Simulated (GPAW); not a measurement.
# Cl (Cmce) in GPAW: G0W0 quasiparticle levels with LDA

Aim: the G0W0 quasiparticle levels of Cl with LDA.

All numbers are computed with GPAW 26.7.0; they aren't measurements. Logs are shortened: lines on timing, memory, paths and dates and some standing lists are left out, and cuts for length are marked. The log counts tension as positive stress, the text compression.

## (1) The crystal as given

It takes space group Cmce (No. 64, orthorhombic). The conventional cell has a = 6.290 Å, b = 4.500 Å, c = 8.210 Å, α = 90.00°, β = 90.00°, γ = 90.00°. Cl (site symmetry m) is surrounded by 1 Cl at 2.02 Å.

## (2) G0W0 quasiparticle levels, LDA

run.py

```python
import json
import numpy as np
from ase import Atoms
from ase.dft.bandgap import bandgap
from ase.io import write
from gpaw import GPAW, PW
from gpaw.response.g0w0 import G0W0

atoms = Atoms(['Cl', 'Cl', 'Cl', 'Cl'],
              cell=[[3.145, -2.25, 0.0],
                    [3.145, 2.25, 0.0],
                    [0.0, 0.0, 8.21]],
              scaled_positions=[[0.37, 0.63, 0.4],
                                [0.13, 0.87, 0.9],
                                [0.63, 0.37, 0.6],
                                [0.87, 0.13, 0.1]],
              pbc=True)

calc = GPAW(mode=PW(450),
            xc='LDA',
            kpts={'size': (2, 2, 1), 'gamma': True},
            occupations={'name': 'fermi-dirac', 'width': 0.001},
            nbands=26,
            convergence={'density': 1e-06},
            symmetry={'point_group': False},
            maxiter=150,
            txt='gpaw.txt')
atoms.calc = calc
energy = atoms.get_potential_energy()
calc.write('gs.gpw')
write('result.traj', atoms)
print(f'Energy: {energy:.6f} eV')
print('Fermi level:', round(calc.get_fermi_level(), 4), 'eV')
print(f'Gap: {bandgap(calc)[0]:.4f} eV, direct: {bandgap(calc, direct=True)[0]:.4f} eV')

calc.diagonalize_full_hamiltonian(nbands=350)
calc.write('full.gpw', mode='all')

ibz = calc.get_ibz_k_points()
gap, vbm, cbm = bandgap(calc, output=None)
gap, direct, _ = bandgap(calc, direct=True, output=None)
gamma = int(np.abs(ibz).sum(1).argmin())
kpts = sorted({gamma, vbm[1], cbm[1], direct[1]})
gw = G0W0(calc='full.gpw',
          filename='gw',
          ecut=120,
          ecut_extrapolation=True,
          relbands=(-2, 2),
          kpts=kpts,
          integrate_gamma='WS',
          ppa=True)
gw.calculate()
results = {mode: {key: np.asarray(r[key]).tolist() for key in ['f', 'eps', 'vxc', 'exx', 'sigma', 'Z', 'qp', 'sigma_eskn']}
           for mode, r in gw.all_results.items()}
json.dump({'kpts': ibz[kpts].tolist(), 'results': results}, open('gw.json', 'w'))
for mode, r in results.items():
    f, qp = np.array(r['f']), np.array(r['qp'])
    print(mode, 'quasiparticle energies (eV):')
    print(qp.round(3))
    print(mode, 'gap:', round(qp[f < 0.5].min() - qp[f > 0.5].max(), 4), 'eV')
```

Potentials or basis: the program's PAW data sets (release 1.2.1) made for this functional, pw.

Command:

```console
OMP_NUM_THREADS=1 python run.py
```

gpaw.txt:

```text
__  _  _
 | _ |_)|_||  |
 |__||  | ||/\| - 26.7.0

Input parameters:
  mode=PW(ecut=450.00000000000006),
  convergence={'density': 1e-06},
  kpts=MonkhorstPack(size=(2, 2, 1), gamma=True),
  maxiter=150,
  nbands=26,
  occupations=Occupations(name='fermi-dirac', width=0.001),
  symmetry=Symmetry(point_group=False),
  xc=XC(name='LDA')

Diagonalizing LCAO Hamiltonian
Converting LCAO to pw mode

          Cl

        Cl

         Cl

       Cl

Atoms  # Å, Bohr magnetons
|   | symbol |        x |         y |        z |    initial magnetic moments |
|---|--------|----------|-----------|----------|-----------------------------|
| 0 |     Cl | 3.145000 |  0.585000 | 3.284000 | ( 0.0000,  0.0000,  0.0000) |
| 1 |     Cl | 3.145000 |  1.665000 | 7.389000 | ( 0.0000,  0.0000,  0.0000) |
| 2 |     Cl | 3.145000 | -0.585000 | 4.926000 | ( 0.0000,  0.0000,  0.0000) |
| 3 |     Cl | 3.145000 | -1.665000 | 0.821000 | ( 0.0000,  0.0000,  0.0000) |

Unit cell  # Å
| periodic |        x |         y |        z |  lengths |    angles |
|----------|----------|-----------|----------|----------|-----------|
|      yes | 3.145000 | -2.250000 | 0.000000 | 3.866979 | 90.000000 |
|      yes | 3.145000 |  2.250000 | 0.000000 | 3.866979 | 90.000000 |
|      yes | 0.000000 |  0.000000 | 8.210000 | 8.210000 | 71.161476 |

Number of symmetries: 1
Symmetry operations  # r_c * U_cc + t_c -> r_c
|   | kind |            matrix            |
|---|------|------------------------------|
| 0 |  E   |  1, 0, 0,  0, 1, 0,  0, 0, 1 |

BZ-sampling:
  Number of BZ points: 4
  Number of IBZ points: 4

  Monkhorst-Pack size: [2, 2, 1]
  Monkhorst-Pack shift: [0.25, 0.25, 0.0]

K-points  # in reciprocal-cell coordinates
|   |                                coordinates |     weight |
|---|--------------------------------------------|------------|
| 0 | (  0.00000000,   0.00000000,   0.00000000) | 0.25000000 |
| 1 | (  0.00000000,   0.50000000,   0.00000000) | 0.25000000 |
| 2 | (  0.50000000,   0.00000000,   0.00000000) | 0.25000000 |
| 3 | (  0.50000000,   0.50000000,   0.00000000) | 0.25000000 |

Plane wave coefficients: 2544
Cutoff: 450.00000000000006 eV

Spin-components: 1 (collinear spins)
Bands:           26
Projectors:      20
Spin-degeneracy: 2
Datatype:        complex128

Parallelization:
  kpt:    1
  domain: 1
  band:   1

Density:
  Valence electrons: 28.0
  Components: 1
  Grid points: [20 20 42]
  Charge: 0.0  # |e|

Potential:
  Grid points: [20 20 42]

species:
  Cl:
    name:    Chlorine
    Z:       17.0
    valence: 7
    core:    10
    charge:  0.0  # [|e|]
    compensation charges:
      type: gauss
      rc: 0.25  # [Å]
      lmax: 2
    cutoffs:
      filter: 1.40  # [Å]
      core: 1.49  # [Å]
    projectors
    | kind |    occ | energy [eV] | rcut [Å] |
    |------|--------|-------------|----------|
    |   3s |  2.000 |     -20.688 |    0.794 |
    |   3p |  5.000 |      -8.701 |    0.794 |
    |    s |        |       6.523 |    0.794 |
    |    p |        |      18.511 |    0.794 |
    |    d |        |       0.000 |    0.794 |

    Using partial waves for Cl as LCAO basis

Reference energy: -50076.518533  # eV

eigensolver:
  PPCG
  Converge bands: occupied
  niter=2

density mixing:
  MSR1-Mixer
  Pratt-step length: 0.05
  Maximum mixing coefficient: 0.75
  Old densities: 10
  SVD Regularization: 0.005
  Good broyden scale: 1.0
  Trust region scale: 1.0
  Backstep threshold: 4.0
  History deletion threshold: 6.0
  Fourier metric: weight=20.0, sigma=0.015

occupation numbers:
  Fermi-Dirac:
    width: 0.0010  # eV

poisson solver:
  ecut: 3600.0000000000005  # eV

xc functional:
  name: None

convergence criteria:
- Maximum integral of absolute [dens]ity change: 1e-06 electrons / valence electron
- Maximum [total energy] change in last 3 cyles: 0.0005 eV / valence electron
- Maximum integral of absolute [eigenst]ate change: 4e-08 eV^2 / valence electron
maximum number of iterations: 150

SCF iterations
|iter     | |      energy | eigst |  dens |
|---------|-|-------------|-------|-------|
|iter:   1| |   -9.172595 | -0.04 |       |
|iter:   2| |   -9.138099 | -1.74 | -1.08 |
|iter:   3| |   -8.663848 | -1.87 | -1.11 |
|iter:   4| |   -8.634117 | -2.52 | -1.69 |
|iter:   5| |   -8.633568 | -4.25 | -2.36 |
|iter:   6| |   -8.633566c| -5.23 | -2.65 |
|iter:   7| |   -8.633537c| -5.62 | -3.22 |
|iter:   8| |   -8.633529c| -6.53 | -3.56 |
|iter:   9| |   -8.633529c| -7.88c| -4.31 |
|iter:  10| |   -8.633529c| -8.21c| -4.63 |
|iter:  11| |   -8.633529c| -8.80c| -5.28 |
|iter:  12| |   -8.633529c| -9.39c| -5.96 |
|iter:  13| |   -8.633529c| -9.79c| -6.30c|

Converged in 13 steps
Energy contributions relative to reference atoms: (reference = -50076.518533)

Energy contributions:
  Kinetic:           1.355896
  Coulomb:          -0.953277
  Zero:              0.029299
  External:          0.000000
  Xc:               -9.065448
  Entropy:          -0.000000
  Spinorbit:         0.000000
  ----------------------------
  Free energy:      -8.633529
  Extrapolated:     -8.633529

dipole moment: (0.000015, 0.000000, 0.000020)  # |e|*Ang

Fermi level: 1.137
Eigenvalues  # (at kpt = [0.000, 0.000, 0.000])
| band index |      eig [eV] | occ [0-2] |
|------------|---------------|-----------|
|          0 |       -16.974 |     2.000 |
|        ... |               |           |
|          6 |        -3.074 |     2.000 |
|          7 |        -2.932 |     2.000 |
|          8 |        -2.561 |     2.000 |
|          9 |        -2.551 |     2.000 |
|         10 |        -1.156 |     2.000 |
|         11 |        -0.841 |     2.000 |
[... 8 lines left out ...]
|         20 |         9.343 |     0.000 |
|         21 |         9.681 |     0.000 |
|        ... |               |           |
|         25 |        11.655 |     0.000 |

Gap: 2.332 eV
Transition (v -> c):
  (s=0, k=3, n=13, [0.50, 0.50, 0.00]) -> (s=0, k=0, n=14, [0.00, 0.00, 0.00])
Direct/indirect transitions are different
Direct gap: 2.387 eV
Transition at: (s=0, k=0, n=13, [0.00, 0.00, 0.00])
# Writing to gs.gpw (mode='')

Matrix size: 2544x2544
# Writing to full.gpw (mode='all')
```

It took 2.9 min on 1 thread of Arm Neoverse V1, shared host; peak memory 0.77 GiB.

The run converged, but some of its settings lie outside the range that counts as converged, so its numbers aren't taken as properties of the crystal.

Results:

```
Free energy                              : -8.6335 eV
Band gap on the k mesh, mean-field level : 2.33 eV, indirect (least direct gap 2.39 eV)
Quasiparticle gap                        : 5.58 eV
Least direct quasiparticle gap           : 5.65 eV
```

Caveat: the k mesh is coarse (spacing up to 0.86 Å⁻¹), so the values aren't converged; the quasiparticle gap is taken among the few k points that were corrected; the k mesh is too small for a converged quasiparticle gap; the long-wavelength limit can be off by a per cent or two; an odd mesh through Γ misses points on the zone boundary, where band edges often lie.
